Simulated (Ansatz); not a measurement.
**InSb, one cell by several methods**

```
CELL_PARAMETERS angstrom
0.00000 3.17432 3.23910
3.17432 0.00000 3.23910
3.17432 3.17432 0.00000
ATOMIC_POSITIONS crystal
In 0.00000 0.00000 0.00000
Sb 0.75000 0.75000 0.75000
```

Atoms are numbered in the order listed.

The cell is COD entry 9008853, as deposited and not checked against the literature; nothing was relaxed. The listed cell was then made from it by scaling, straining or moving an atom.

Spin–orbit coupling is left out, though it moves levels of the heavy atoms by tenths of an eV or more.

Levels of theory: DFT, PBE, PAW with Ansatz's default frozen-core files, scalar-relativistic (Ansatz 0.2.0); DFT, PBE, all-electron LAPW, scalar-relativistic (Ansatz 0.2.0).

For PAW: a Γ-centred 10×10×10 k mesh, Fermi–Dirac smearing of 0.03 eV, cutoff 420 eV, no spin polarisation. LAPW targets a basis error of 0.25 meV/atom. The Ansatz runs share mesh, smearing and spin set-up. Plane-wave (PAW) pressures include the program's estimate of the Pulay term.

Stress and pressure are positive in compression.

The change that made this cell: equal xx and yy strain of -2 %.

PAW results:

```json
{"quantity": "pressure (GPa)", "PAW": "5.40"}
{"quantity": "stress xx (GPa)", "PAW": "5.58"}
{"quantity": "stress zz (GPa)", "PAW": "5.06"}
```

Problem. What does LAPW (all electrons) give for the same quantities?

Solution. 
```tsv
quantity	LAPW
pressure (GPa)	5.41
stress xx (GPa)	5.58
stress zz (GPa)	5.06
```
